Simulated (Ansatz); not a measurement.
Phosphorus (omega (AlB2-type)) across density functionals

All rows: Ansatz, plane waves with scalar-relativistic PAW, 420 eV (500 eV for the SCAN forms), relaxed under each functional, no dispersion correction, no zero-point motion. B₀ comes from uniform scaling at fixed shape; a dash is a value not given.

| functional | V (Å³/atom) | cell | B₀ (GPa) | magnetic state | ΔE to black phosphorus (meV/atom) |
| --- | --- | --- | --- | --- | --- |
| PBE | 14.40 | a = 4.456 Å, c = 2.512 Å (c/a = 0.564) | 97 | spin not included | 683 |
| r²SCAN | 14.45 | a = 4.475 Å, c = 2.499 Å (c/a = 0.558) | 96 | spin not included | 901 |
| PBEsol | 13.81 | a = 4.387 Å, c = 2.486 Å (c/a = 0.567) | 109 | spin not included | 536 |
| LDA | 13.71 | a = 4.379 Å, c = 2.477 Å (c/a = 0.566) | 110 | spin not included | 546 |
| revPBE | 14.55 | a = 4.472 Å, c = 2.519 Å (c/a = 0.563) | 93 | spin not included | 756 |
| RPBE | 14.61 | a = 4.478 Å, c = 2.523 Å (c/a = 0.563) | 92 | spin not included | 783 |
| BLYP | 16.55 | a = 4.740 Å, c = 2.552 Å (c/a = 0.538) | 68 | spin not included | 1019 |

LDA gives the smallest volume and BLYP the largest.
